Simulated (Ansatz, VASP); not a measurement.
# TiSb2 in two plane-wave programs, part 2 of 2

Aim: how closely do two programs agree when they are given the same cell, functional and k mesh? The structure shown comes from an earlier Ansatz run, which isn't shown and may have moved the atoms alone.

VASP 6.6.1 and Ansatz 0.2.0.

So far: Starting point; Ansatz: elastic constants, LDA.

## Step 3: VASP: elastic constants, LDA

Level of this step: LDA; plane waves and PAW (Ti_sv, Sb) (VASP).

The same cell, functional (in two slightly different forms), mesh and smearing now go to VASP, with its own data sets.

Lines of VASP's logs that name or quote its potential files are left out, and so is its time.

Contents of INCAR:

```
SYSTEM = TiSb2
PREC = Accurate
ENCUT = 500
EDIFF = 1E-08
NELM = 120
ISMEAR = 1
SIGMA = 0.25
LREAL = .FALSE.
ALGO = Normal
GGA = CA
NBANDS = 28
LASPH = .TRUE.
LORBIT = 11
LWAVE = .FALSE.
LCHARG = .FALSE.
ISIF = 3
IBRION = 6
NFREE = 2
POTIM = 0.015
NSW = 1
GGA_COMPAT = .FALSE.
KPAR = 2
```

Contents of POSCAR:

```
TiSb2
1.0
   -3.2937746287      3.2937746287      2.8275251632
    3.2937746287     -3.2937746287      2.8275251632
    3.2937746287      3.2937746287     -2.8275251632
Ti Sb
2 4
Direct
    0.2500000000      0.2500000000      0.0000000000
    0.7500000000      0.7500000000      0.0000000000
    0.6531492838      0.1531492838      0.8062985675
    0.1531492838      0.3468507162      0.5000000000
    0.3468507162      0.8468507162      0.1937014325
    0.8468507162      0.6531492838      0.5000000000
```

Contents of KPOINTS:

```
Automatic mesh
0
Gamma
6 6 6
0 0 0
```

Potentials, in the order of the species: Ti_sv and Sb (LDA family, release 64).

Started as:

```console
mpirun -np 2 vasp_std
```

Numbers of over 12 decimals in the logs are rounded to 6 here.

The log of the run:

```text
[banner, memory and clock lines left out]
running    2 mpi-ranks, on    1 nodes
 distrk:  each k-point on    1 cores,    2 groups
 distr:  one band on    1 cores,    1 groups

 POSCAR found type information on POSCAR TiSb
 POSCAR found :  2 types and       6 ions
 LDA part: xc-table for (Slater(with rela. corr.)+CA(PZ))
 , standard interpolation
 POSCAR, INCAR and KPOINTS ok, starting setup
 FFT: planning ... GRIDC
 FFT: planning ... GRID_SOFT
 FFT: planning ... GRID
 WAVECAR not read
 entering main loop
       N       E                     dE             d eps       ncg     rms          rms(c)
DAV:   1     0.431822422635E+03    0.43182E+03   -0.19078E+04  1680   0.148E+03
DAV:   2     0.132058083353E+02   -0.41862E+03   -0.40941E+03  1804   0.420E+02
DAV:   3    -0.365463123249E+02   -0.49752E+02   -0.48796E+02  2724   0.127E+02
DAV:   4    -0.412768388310E+02   -0.47305E+01   -0.47081E+01  2672   0.340E+01
DAV:   5    -0.415266450589E+02   -0.24981E+00   -0.24960E+00  2384   0.641E+00    0.145E+01
DAV:   6    -0.404845560744E+02    0.10421E+01   -0.30345E+01  2452   0.344E+01    0.775E+00
DAV:   7    -0.393956275796E+02    0.10889E+01   -0.10836E+01  2384   0.200E+01    0.507E+00
DAV:   8    -0.392566256635E+02    0.13900E+00   -0.94166E-01  2124   0.688E+00    0.661E-01
DAV:   9    -0.392565968039E+02    0.28860E-04   -0.52859E-02  2544   0.177E+00    0.466E-01
DAV:  10    -0.392560654940E+02    0.53131E-03   -0.58533E-03  2564   0.705E-01    0.727E-02
DAV:  11    -0.392560632223E+02    0.22717E-05   -0.50768E-04  2376   0.182E-01    0.553E-02
DAV:  12    -0.392560588646E+02    0.43577E-05   -0.97839E-05  2500   0.641E-02    0.382E-03
DAV:  13    -0.392560589813E+02   -0.11670E-06   -0.32534E-06  2472   0.142E-02    0.281E-03
DAV:  14    -0.392560589862E+02   -0.49840E-08   -0.25770E-07  2512   0.321E-03    0.108E-03
DAV:  15    -0.392560589722E+02    0.14003E-07   -0.43615E-08  1948   0.107E-03    0.375E-04
DAV:  16    -0.392560589765E+02   -0.42210E-08   -0.48720E-09  1184   0.511E-04
   1 F= -.39256059E+02 E0= -.39258893E+02  d E =0.850234E-02
[... from here on, the cycles between the ionic steps are left out ...]
   2 F= -.39241167E+02 E0= -.39243997E+02  d E =0.848940E-02
   3 F= -.39232068E+02 E0= -.39234956E+02  d E =0.866643E-02
  14 F= -.39254898E+02 E0= -.39257747E+02  d E =0.854805E-02
  15 F= -.39254898E+02 E0= -.39257747E+02  d E =0.854805E-02
  16 F= -.39254978E+02 E0= -.39257813E+02  d E =0.850615E-02
  17 F= -.39254978E+02 E0= -.39257813E+02  d E =0.850610E-02
  18 F= -.39255336E+02 E0= -.39258108E+02  d E =0.831483E-02
  19 F= -.39254816E+02 E0= -.39257720E+02  d E =0.871198E-02
  20 F= -.39255529E+02 E0= -.39258363E+02  d E =0.850128E-02
 Finite differences progress:
  Degree of freedom:  10/ 10
  Displacement:        1/  2
  Total:              19/ 20
 bond charge predicted
       N       E                     dE             d eps       ncg     rms          rms(c)
DAV:   1    -0.392549210598E+02    0.60818E-03   -0.19926E-01  3880   0.174E+00    0.823E-02
DAV:   2    -0.392555499739E+02   -0.62891E-03   -0.73404E-03  4956   0.378E-01    0.388E-02
DAV:   3    -0.392555312376E+02    0.18736E-04   -0.20850E-04  4948   0.844E-02    0.180E-02
DAV:   4    -0.392555296652E+02    0.15723E-05   -0.26253E-05  5276   0.330E-02    0.689E-03
DAV:   5    -0.392555293450E+02    0.32025E-06   -0.56467E-06  5368   0.152E-02    0.370E-03
DAV:   6    -0.392555292420E+02    0.10293E-06   -0.72721E-07  5136   0.631E-03    0.827E-04
DAV:   7    -0.392555292469E+02   -0.48749E-08   -0.64651E-08  4780   0.166E-03
  21 F= -.39255529E+02 E0= -.39258363E+02  d E =0.850138E-02
 Finite differences progress:
  Degree of freedom:  10/ 10
  Displacement:        2/  2
  Total:              20/ 20
```

Parts of OUTCAR (step 3):

```text
ion  position               nearest neighbor table
   1  0.250  0.250  0.000-   2 2.83   2 2.83   4 2.87   4 2.87   6 2.87   6 2.87   3 2.87   5 2.87
                             3 2.87   5 2.87
   2  0.750  0.750  0.000-   1 2.83   1 2.83   6 2.87   6 2.87   4 2.87   4 2.87   5 2.87   3 2.87
                             5 2.87   3 2.87
   3  0.653  0.153  0.806-   5 2.85   2 2.87   1 2.87   2 2.87   1 2.87   5 3.35   5 3.35   6 3.47
                             4 3.47   4 3.47   6 3.47   6 3.53   4 3.53   4 3.53   6 3.53
   4  0.153  0.347  0.500-   6 2.85   1 2.87   2 2.87   1 2.87   2 2.87   6 3.35   6 3.35   5 3.47
                             3 3.47   3 3.47   5 3.47   3 3.53   5 3.53   3 3.53   5 3.53
   5  0.347  0.847  0.194-   3 2.85   1 2.87   2 2.87   1 2.87   2 2.87   3 3.35   3 3.35   6 3.47
                             4 3.47   6 3.47   4 3.47   6 3.53   4 3.53   6 3.53   4 3.53
   6  0.847  0.653  0.500-   4 2.85   2 2.87   1 2.87   2 2.87   1 2.87   4 3.35   4 3.35   5 3.47
                             3 3.47   3 3.47   5 3.47   3 3.53   5 3.53   5 3.53   3 3.53

  LATTYP: Found a body centered tetragonal cell.
 ALAT       =     6.5875492574
 C/A-ratio  =     0.8584452435

 Subroutine GETGRP returns: Found 16 space group operations
 (whereof  8 operations were pure point group operations)

The static configuration has the point symmetry C_4h.
 The point group associated with its full space group is D_4h.

 Found     30 irreducible k-points:

   k-points           NKPTS =     30   k-points in BZ     NKDIM =     30   number of bands    NBANDS=     28

   dimension x,y,z NGX =    40 NGY =   40 NGZ =   40
   dimension x,y,z NGXF=    80 NGYF=   80 NGZF=   80

   ENCUT  =  500.0 eV  36.75 Ry    6.06 a.u.   9.93  9.93  9.93*2*pi/ulx,y,z

   NELECT =      44.0000    total number of electrons

 k-points in reciprocal lattice and weights: Automatic mesh
   0.00000000  0.00000000  0.00000000       0.005
   0.16666667  0.00000000  0.00000000       0.037
   0.33333333 -0.00000000  0.00000000       0.037
   0.50000000  0.00000000  0.00000000       0.019
   0.16666667  0.16666667  0.00000000       0.037
   0.33333333  0.16666667  0.00000000       0.074
   0.50000000  0.16666667  0.00000000       0.074
  -0.33333333  0.16666667  0.00000000       0.074
  -0.16666667  0.16666667  0.00000000       0.019
[...]
-0.33333333 -0.33333333  0.33333333       0.009
   0.50000000  0.50000000  0.50000000       0.005

 average (electrostatic) potential at core
       1 -70.5058       2 -70.5058       3 -83.2972       4 -83.2972       5 -83.2971
       6 -83.2972

 E-fermi :  10.2833

 k-point     1 :       0.0000    0.0000    0.0000
  band No.  band energies     occupation
    ...
     18       7.1384      2.00000
     19       7.1389      2.00000
     20       7.8680      2.00000
     21       8.5008      2.00000
     22       9.3326      2.00000
     23      10.6971     -0.04107
     24      11.0850     -0.00006
     25      11.7809     -0.00000
     26      11.7810     -0.00000
     27      12.1748     -0.00000
    ...

 k-point     2 :       0.1667    0.0000    0.0000
  band No.  band energies     occupation
    ...
     18       7.4826      2.00000
     19       7.7354      2.00000
     20       8.1759      2.00000
     21       8.4563      2.00000
     22       9.3743      2.00000
     23      11.0649     -0.00009
     24      11.0671     -0.00009
     25      11.6116     -0.00000
     26      11.6593     -0.00000
     27      12.2169     -0.00000
    ...

 k-point     3 :       0.3333   -0.0000    0.0000
  band No.  band energies     occupation
    ...
     18       8.1410      2.00000
     19       8.5591      2.00000
     20       8.6838      2.00000
     21       9.4889      2.00007
     22       9.6215      2.00117
     23      10.7965     -0.01342
     24      11.1017     -0.00004
     25      11.3567     -0.00000
     26      11.3934     -0.00000
     27      12.2191     -0.00000
    ...

 Eigenvectors and eigenvalues of the dynamical matrix
 ----------------------------------------------------

   1 f  =    8.841187 THz    55.550818 2PiTHz  294.910264 cm-1    36.564196 meV
             X         Y         Z           dx          dy          dz
      0.000000  0.000000  1.413763     0.000000   -0.000000    0.673022
      0.000000  0.000000  4.241288     0.000000    0.000000   -0.673022
      1.008878  4.302653  0.000000     0.108445   -0.108445    0.000000
      2.284896  1.008878  0.000000     0.108445    0.108445   -0.000000
      2.284896 -1.008878  2.827525    -0.108445    0.108445    0.000000
      1.008878  2.284896  2.827525    -0.108445   -0.108445    0.000000

   2 f  =    8.068156 THz    50.693721 2PiTHz  269.124727 cm-1    33.367198 meV
             X         Y         Z           dx          dy          dz
      0.000000  0.000000  1.413763    -0.463828   -0.504438   -0.000000
      0.000000  0.000000  4.241288     0.463828    0.504438    0.000000
      1.008878  4.302653  0.000000    -0.000000    0.000000    0.007307
      2.284896  1.008878  0.000000    -0.000000   -0.000000   -0.174221
      2.284896 -1.008878  2.827525     0.000000   -0.000000   -0.007307
      1.008878  2.284896  2.827525    -0.000000   -0.000000    0.174221

   3 f  =    8.068156 THz    50.693721 2PiTHz  269.124727 cm-1    33.367198 meV
             X         Y         Z           dx          dy          dz
      0.000000  0.000000  1.413763    -0.504438    0.463828    0.000000
      0.000000  0.000000  4.241288     0.504438   -0.463828   -0.000000
      1.008878  4.302653  0.000000    -0.000000   -0.000000   -0.174221
      2.284896  1.008878  0.000000    -0.000000   -0.000000   -0.007307
      2.284896 -1.008878  2.827525    -0.000000    0.000000    0.174221
      1.008878  2.284896  2.827525     0.000000    0.000000    0.007307

   4 f  =    7.334828 THz    46.086081 2PiTHz  244.663515 cm-1    30.334396 meV
             X         Y         Z           dx          dy          dz
      0.000000  0.000000  1.413763    -0.451332    0.447940    0.000000
      0.000000  0.000000  4.241288    -0.451332    0.447940   -0.000000
      1.008878  4.302653  0.000000     0.204730   -0.204144   -0.000000
      2.284896  1.008878  0.000000     0.078423   -0.076881    0.000000
      2.284896 -1.008878  2.827525     0.204730   -0.204144    0.000000
      1.008878  2.284896  2.827525     0.078423   -0.076881   -0.000000

   5 f  =    7.334828 THz    46.086081 2PiTHz  244.663515 cm-1    30.334396 meV
             X         Y         Z           dx          dy          dz
      0.000000  0.000000  1.413763    -0.447940   -0.451332    0.000000
      0.000000  0.000000  4.241288    -0.447940   -0.451332   -0.000000
      1.008878  4.302653  0.000000     0.076881    0.078423   -0.000000
      2.284896  1.008878  0.000000     0.204144    0.204730   -0.000000
      2.284896 -1.008878  2.827525     0.076881    0.078423    0.000000
      1.008878  2.284896  2.827525     0.204144    0.204730    0.000000

   6 f  =    5.525014 THz    34.714684 2PiTHz  184.294615 cm-1    22.849610 meV
             X         Y         Z           dx          dy          dz
      0.000000  0.000000  1.413763     0.000000    0.000000    0.646477
      0.000000  0.000000  4.241288     0.000000    0.000000    0.646477
      1.008878  4.302653  0.000000     0.000000    0.000000   -0.202568
      2.284896  1.008878  0.000000    -0.000000    0.000000   -0.202568
      2.284896 -1.008878  2.827525    -0.000000   -0.000000   -0.202568
      1.008878  2.284896  2.827525     0.000000   -0.000000   -0.202568

   7 f  =    5.456423 THz    34.283717 2PiTHz  182.006681 cm-1    22.565942 meV
             X         Y         Z           dx          dy          dz
      0.000000  0.000000  1.413763    -0.000000   -0.000000    0.000000
      0.000000  0.000000  4.241288    -0.000000   -0.000000    0.000000
      1.008878  4.302653  0.000000    -0.353553   -0.353553   -0.000000
      2.284896  1.008878  0.000000    -0.353553    0.353553    0.000000
      2.284896 -1.008878  2.827525     0.353553    0.353553    0.000000
      1.008878  2.284896  2.827525     0.353553   -0.353553   -0.000000

   8 f  =    5.290158 THz    33.239043 2PiTHz  176.460677 cm-1    21.878326 meV
             X         Y         Z           dx          dy          dz
      0.000000  0.000000  1.413763     0.000000    0.000000   -0.000000
      0.000000  0.000000  4.241288     0.000000    0.000000   -0.000000
      1.008878  4.302653  0.000000     0.353553    0.353553    0.000000
      2.284896  1.008878  0.000000    -0.353553    0.353553    0.000000
      2.284896 -1.008878  2.827525    -0.353553   -0.353553   -0.000000
      1.008878  2.284896  2.827525     0.353553   -0.353553    0.000000

   9 f  =    4.286633 THz    26.933709 2PiTHz  142.986682 cm-1    17.728081 meV
             X         Y         Z           dx          dy          dz
      0.000000  0.000000  1.413763    -0.000000   -0.000000   -0.216889
      0.000000  0.000000  4.241288     0.000000   -0.000000    0.216889
      1.008878  4.302653  0.000000     0.336511   -0.336511    0.000000
      2.284896  1.008878  0.000000     0.336511    0.336511   -0.000000
      2.284896 -1.008878  2.827525    -0.336511    0.336511    0.000000
      1.008878  2.284896  2.827525    -0.336511   -0.336511   -0.000000

  10 f  =    3.958282 THz    24.870621 2PiTHz  132.034084 cm-1    16.370133 meV
             X         Y         Z           dx          dy          dz
      0.000000  0.000000  1.413763     0.000000   -0.000000    0.000000
      0.000000  0.000000  4.241288    -0.000000    0.000000   -0.000000
      1.008878  4.302653  0.000000     0.353553   -0.353553   -0.000000
      2.284896  1.008878  0.000000    -0.353553   -0.353553   -0.000000
      2.284896 -1.008878  2.827525    -0.353553    0.353553    0.000000
      1.008878  2.284896  2.827525     0.353553    0.353553    0.000000

  11 f  =    3.375729 THz    21.210328 2PiTHz  112.602186 cm-1    13.960885 meV
             X         Y         Z           dx          dy          dz
      0.000000  0.000000  1.413763    -0.021305    0.113890   -0.000000
      0.000000  0.000000  4.241288    -0.021305    0.113890    0.000000
      1.008878  4.302653  0.000000    -0.476817    0.054668    0.000000
      2.284896  1.008878  0.000000     0.490203   -0.126225    0.000000
      2.284896 -1.008878  2.827525    -0.476817    0.054668   -0.000000
      1.008878  2.284896  2.827525     0.490203   -0.126225   -0.000000

  12 f  =    3.375729 THz    21.210328 2PiTHz  112.602186 cm-1    13.960885 meV
             X         Y         Z           dx          dy          dz
      0.000000  0.000000  1.413763    -0.113890   -0.021305    0.000000
      0.000000  0.000000  4.241288    -0.113890   -0.021305   -0.000000
      1.008878  4.302653  0.000000     0.126225    0.490203    0.000000
      2.284896  1.008878  0.000000    -0.054668   -0.476817    0.000000
      2.284896 -1.008878  2.827525     0.126225    0.490203   -0.000000
      1.008878  2.284896  2.827525    -0.054668   -0.476817   -0.000000

  13 f  =    3.221774 THz    20.243005 2PiTHz  107.466824 cm-1    13.324182 meV
             X         Y         Z           dx          dy          dz
      0.000000  0.000000  1.413763     0.000000   -0.000000    0.000000
      0.000000  0.000000  4.241288    -0.000000    0.000000    0.000000
      1.008878  4.302653  0.000000     0.000000   -0.000000    0.500000
      2.284896  1.008878  0.000000     0.000000   -0.000000   -0.500000
      2.284896 -1.008878  2.827525     0.000000   -0.000000    0.500000
      1.008878  2.284896  2.827525     0.000000    0.000000   -0.500000
    [... 43 further lines ...]
      2.284896 -1.008878  2.827525    -0.000000    0.000000    0.457128
      1.008878  2.284896  2.827525    -0.000000    0.000000    0.457128

 ELASTIC MODULI CONTR FROM IONIC RELAXATION (kBar)
 Direction    XX          YY          ZZ          XY          YZ          ZX
 --------------------------------------------------------------------------------
 XX         -41.7795     29.1713      0.1163     -0.0000      0.0000     -0.0000
 YY          29.1713    -41.7795      0.1163      0.0000     -0.0000     -0.0000
 ZZ           0.1163      0.1163     -0.0021      0.0000      0.0000      0.0000
 XY          -0.0000      0.0000      0.0000    -79.1948     -0.0000      0.0000
 YZ           0.0000     -0.0000      0.0000     -0.0000    -34.1498      0.0000
 ZX          -0.0000     -0.0000      0.0000      0.0000      0.0000    -34.1499
 --------------------------------------------------------------------------------

 TOTAL ELASTIC MODULI (kBar)
 Direction    XX          YY          ZZ          XY          YZ          ZX
 --------------------------------------------------------------------------------
 XX        2209.4362    442.6096    699.3955     -0.0000      0.0000     -0.0000
 YY         442.6096   2209.4362    699.3955      0.0000     -0.0000     -0.0000
 ZZ         699.3955    699.3955   1557.8847      0.0000      0.0000      0.0000
 XY          -0.0000      0.0000      0.0000    714.5982     -0.0000      0.0000
 YZ           0.0000     -0.0000      0.0000     -0.0000    518.2012      0.0000
 ZX          -0.0000     -0.0000      0.0000      0.0000      0.0000    518.2009
 --------------------------------------------------------------------------------

 total charge
# of ion       s       p       d       tot
------------------------------------------
    1        2.165   6.112   2.071  10.348
    2        2.165   6.112   2.071  10.348
    3        1.163   1.288   0.055   2.506
    4        1.163   1.288   0.055   2.506
    5        1.163   1.288   0.055   2.506
    6        1.163   1.288   0.055   2.506
--------------------------------------------------
tot          8.982  17.374   4.362  30.718

[... 1 further part left out ...]
```

CONTCAR:

```
TiSb2
   1.00000000000000
    -3.2937746287000000    3.2937746287000000    2.8275251631999998
     3.2937746287000000   -3.2937746287000000    2.8275251631999998
     3.2937746287000000    3.2937746287000000   -2.8275251631999998
  Ti              Sb
     2     4
Direct
     0.2500000000000000    0.2500000000000000    0.0000000000000000
     0.7500000000000000    0.7500000000000000    0.0000000000000000
     0.6504967875118612    0.1504967875118614    0.8062985675000007
     0.1531492837999977    0.3468507162000023    0.5000000000000000
     0.3468507162000023    0.8468507162000023    0.1937014324999993
     0.8468507162000023    0.6531492837999977    0.5000000000000000
```

The k-mesh is coarse for a metal.

Levels, forces or a CONTCAR printed for this step are those of its last displaced cell, not of the structure at rest.

## Step 4: Comparison

Known differences besides the potentials themselves: the two LDA forms differ slightly; the data sets hold 84 valence electrons in Ansatz (on its default PAW (the set named soft_2) files) and 44 in VASP; the cutoff is 420 eV in Ansatz and 500 eV in VASP; VASP's log shows a relativistic correction to its local exchange, Ansatz's none; VASP takes each elastic constant from one size of strain, Ansatz from those that its log lists. Total energies have different zeros and are not compared.

Both answers:

| quantity | Ansatz | VASP | difference |
| --- | --- | --- | --- |
| C11 (GPa) | 218.7 | 220.9 | -1.04 % |
| C22 (GPa) | 218.7 | 220.9 | -1.04 % |
| C33 (GPa) | 153.4 | 155.8 | -1.52 % |
| C12 (GPa) | 43.0 | 44.3 | -2.96 % |
| C13 (GPa) | 69.5 | 69.9 | -0.67 % |
| C23 (GPa) | 69.5 | 69.9 | -0.67 % |
| C44 (GPa) | 50.8 | 51.8 | -1.91 % |
| C55 (GPa) | 50.8 | 51.8 | -1.91 % |
| C66 (GPa) | 70.5 | 71.5 | -1.31 % |

## Step 5: Results

```yaml
difference_in_c12_elastic_constants_lda: -3.0 %
```

In words: The difference in C12 is -3.0 % (elastic constants, LDA), within the 5 % picked in this series as the mark of a large difference. The data sets hold unlike numbers of valence electrons (84 in Ansatz and 44 in VASP), so part of the differences comes from the potentials. Such differences can come from data sets, numerical settings and the points named under the comparisons, not from the functional's error against experiment.

[Lines on the potential files, build, host, timing and source positions are cut from VASP's logs without a mark.]

[Logs are printed without paths, hosts, clocks, repeated set-up lines and the standing remarks that a program may print on its own settings, such as how far it seeks lower states.]

[Hosts, paths, dates, database ids (printed as entryN), source tags and the programs' standing remarks are cut or masked in the printed files.]
